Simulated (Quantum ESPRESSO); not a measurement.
# InPd under changes of volume

One of the cells (17.513 Å³/atom); the others are scaled copies at fixed shape and fractional positions:

```
In Pd
1.0
     3.27188    0.00000    0.00000
     0.00000    3.27188    0.00000
     0.00000    0.00000    3.27188
In Pd
1 1
Direct
  0.00000 0.00000 0.00000
  0.50000 0.50000 0.50000
```

The cell comes from a database or a generator and needn't be the stable form of this composition.

```yaml
Program: Quantum ESPRESSO 7.5
Functional: LDA
Potentials_or_basis: GBRV 1.5 LDA
Cutoff: 762 eV
Density_cutoff: 6095 eV
k_mesh: 8 × 8 × 8
Occupations: fermi-dirac, width 0.05 eV
Spin: no spin polarisation
```

```csv
volume (Å³/atom),energy over the lowest point (meV/atom),pressure (GPa)
16.462,0.00,0.9
16.813,1.00,-2.2
17.163,8.48,-5.0
17.513,21.59,-7.4
17.863,39.77,-9.5
18.214,62.26,-11.2
18.564,?,?
```

What does the run at 18.564 Å³/atom give?

Energy over the lowest point 88.19 meV/atom; pressure -12.7 GPa.

Worked out: A Birch-Murnaghan fit of order 3 (a polynomial in V^(-2/3)) to the other rows has its minimum at 16.59 Å³/atom with B0 = V·E''(V) = 153 GPa and B' = 5.3. It gives 88.53 meV/atom at 18.564 Å³/atom, against the run's 88.19, and -dE/dV = -12.8 GPa, against -12.7.

Energies are extrapolated to zero smearing.
